The row at −0.1 Å looks wrong. There the W atom has been drawn back from the S atom at which the scan line points, so that bond has grown longer. Yet the pressure is 0.22 GPa, positive in compression, as if the crystal had been squeezed. Moving W just as far towards that S atom gives nearly the same value, 0.23 GPa.

One W atom in a six-atom WS₂ cell (P-3m1, a = 3.146 Å, c = 23.567 Å) is moved, positive towards a neighbouring S atom, with all else fixed. The runs used Ansatz 0.2.0 with scalar-relativistic plane-wave PAW, PBEsol, no spin polarisation, a 420 eV cutoff, a 12×12×2 k mesh and 0.05 eV Gaussian smearing. Energies are relative to the undisturbed cell; pressure is positive in compression.

```
displacement (Å)  energy change (eV a cell)  force along direction (eV/Å summed over the moved atoms)  pressure (GPa)
            -0.1                      0.134                                                     2.673            0.22
         -0.0333                      0.015                                                     0.892            0.02
               0                      0.000                                                     0.000            0.00
          0.0667                      0.060                                                    -1.806            0.10
             0.1                      0.135                                                    -2.723            0.23
```

Whichever way W moves along this line, the cell wants to expand, and the pressure grows roughly as the square of the displacement. The energy change, meanwhile, is close to a plain parabola, and the restoring forces at the two ends differ by only 2 %. Three explanations can be tried: the pressure follows the bond along the scan line, it comes from six ideal springs, or it comes from bonds that stiffen as they shorten.

The first is the tempting one. If that single bond set the pressure, the sign would reverse with the displacement. With the spring constant fitted below, the pressure would run from about −0.9 GPa at one end to +0.8 GPa at the other. But W sits in a trigonal prism with three S atoms above and three below, and for a small shift the six changes of length add up to zero. At −0.1 Å two bonds on the far side have shortened from 2.40 to 2.33 Å. The part of the stress that does reverse is almost wholly shear, not pressure.

With the linear part gone, the quadratic part decides. For forces that act along the bonds, the pressure is

P = −(T₁r₁ + T₂r₂ + … + T₆r₆) / (3V)

where T is the tension in a bond, r its length and V the volume of the cell. An ideal spring has T = kx, with x the stretch of the bond. A least-squares fit to the five energies, using the exact bond lengths of the prism, gives k = 12.9 eV/Å². The same six equal springs make W 1.49 times as stiff along the layer normal as in the plane, and the computed forces give 1.52.

For the pressure, however, ideal springs have the wrong sign. Take the limiting case of a bond at right angles to the motion: it can only lengthen, whichever way W goes, and so it pulls inward. A stretched bond is also longer than a shortened one, so its pull counts for more in the product of T and r. Summed over the prism, these two effects, about equal in size, give −0.14 GPa at both ends. Ideal springs explain why the two directions look alike, but they would make the cell contract.

What they lack is easiest to see in a simpler system, a bead held between two walls by two equal springs. Let each spring stiffen when compressed and soften when stretched:

T = kx − gx²

Move the bead by u. One spring pushes its wall with ku + gu², while the other pulls its wall with ku − gu². The bead feels the sum, 2ku, in which g has vanished; the walls feel a net outward push of 2gu². An almost perfect parabola can therefore hide bonds that are far from ideal. The bead has no sideways bonds and its cancellation is exact, whereas in the prism it is only partial.

The constant g was found by least squares from the five pressures with k held fixed, and came out at 27.5 eV/Å³. The size of the effect at +0.1 Å can then be worked out by hand. The energy there, 0.135 eV, equals half of k times the sum of the squared stretches, so that sum is 2 × 0.135 / 12.9 = 0.021 Å². The cell has six atoms at 33.66 Å³ each, so V is 202 Å³, and the stiffening adds

g × 0.021 Å² × 2.40 Å / (3V) ≈ 0.0023 eV/Å³ ≈ 0.37 GPa

Taking off the 0.14 GPa of inward pull leaves 0.23 GPa, as in the table; the model's full sum, with each bond's own length, gives 0.22 GPa. This row was part of the fit, so the agreement shows only that one constant is enough for the pressures.

A further test lies in the forces on the S atoms, which took no part in either fit. It is only partly independent, because in a layer beside empty space the forces along the normal also fix the normal stress, one of the three that are averaged in the pressure. If bonds stiffen strongly enough on shortening, the S sheet that W approaches is pushed harder than the opposite sheet is pulled. At −0.1 Å the push along the layer normal is 1.25 eV/Å and the pull 0.94 eV/Å, a surplus of 0.31 eV/Å. Stiffening bonds predict a surplus of 0.28 eV/Å, while ideal springs predict a small deficit. The other displaced rows agree in sign and nearly in size.

The stiffening model fails on the force on W itself. The restoring force is 0.05 eV/Å larger at +0.1 Å than at −0.1 Å. Ideal springs give that difference almost exactly, but stiffening bonds give 0.20 eV/Å, about four times as much. Someone who had only the energy curve would therefore choose ideal springs, the model that gets the sign of the pressure wrong. The model also misses at first order. The xy shear stress that reverses with the displacement is 0.40 GPa at 0.1 Å, whereas six forces along the bonds with this k would be expected to give about 1 GPa. Forces the model omits must therefore matter, most plausibly ones that depend on the angles between bonds. An energy that depends on angles alone does not change when the cell is stretched uniformly, so it would add no pressure of its own; whether it also offsets the excess force on W is not tested here.

The numbers thus rule out the single bond and the ideal springs as accounts of the pressure. They support stiffening W–S bonds without proving them to be the whole cause, and both k and g are best read as effective constants. The picture also gives a rule for similar cases. Where an atom sits among equal bonds whose directions cancel, those bonds give the pressure no linear part, and the sign of what remains depends on whether stiffening outweighs the inward pull that ideal springs would give. Balanced forces alone are not enough: an S atom here is also at rest, but its three W neighbours all lie on one side, so a linear part is to be expected when it moves along the layer normal.

One measure of the effect needs no bond model, because pressure is the slope of energy against volume. If the cell is stretched by 1 % in every direction, with W displaced in proportion, the energy cost of the displacement falls by about 6 %. The longer displacement alone would have raised it by 2 %, so the stiffness that holds W falls by about 8 %.

In practice, a good parabola should not be taken as proof that a crystal is harmonic. The pressure and the forces on the neighbours reveal what the energy of the moved atom conceals. For the same displacement in cells with different amounts of vacuum, pressures are best compared after multiplying by the cell volume. This cell has roughly twice the volume per atom of bulk WS₂, which fits a bilayer with vacuum, and empty space dilutes the value in GPa. The cell is also only one W atom wide in the plane, so a whole W sheet moves at once, and the stiffness found here is not that of a lone displaced atom.
